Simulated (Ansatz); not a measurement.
Moving the functional in CsSnI3

```
CELL_PARAMETERS angstrom
6.20570 0.00000 0.00000
0.00000 6.20570 0.00000
0.00000 0.00000 6.20570
ATOMIC_POSITIONS crystal
Cs 0.00000 0.00000 0.00000
I 0.50000 0.50000 0.00000
I 0.50000 0.00000 0.50000
I 0.00000 0.50000 0.50000
Sn 0.50000 0.50000 0.50000
```

The cell comes from a database or a generator and needn't be the form met in nature.

The cell was measured well above room temperature.

Kept alike: task band structure; k mesh 5 × 5 × 5; occupations fermi-dirac, width 0.05 eV; no spin polarisation. Program: Ansatz, all-electron LAPW, scalar-relativistic. The mesh is that of the run's cell of 5 atoms. No spin-orbit coupling.

| functional | band gap (eV) | pressure (GPa) |
| --- | --- | --- |
| LDA | 0.305 | -1.56 |
| PBE | 0.318 | 0.53 |
| PBEsol | 0.271 | -0.69 |

Pressure is positive in compression. Spin-orbit coupling, left out here, moves the band edges of heavy atoms and can close or invert small gaps. Gaps are the smaller of the mesh's and the band path's.

**Question.** What does the functional change here?

**Answer.** The band gap runs from 0.271 (PBEsol) to 0.318 eV (PBE). From PBE: LDA -0.013; PBEsol -0.047. The pressure runs from -1.56 (LDA) to 0.53 GPa (PBE). From PBE: LDA -2.09; PBEsol -1.22.
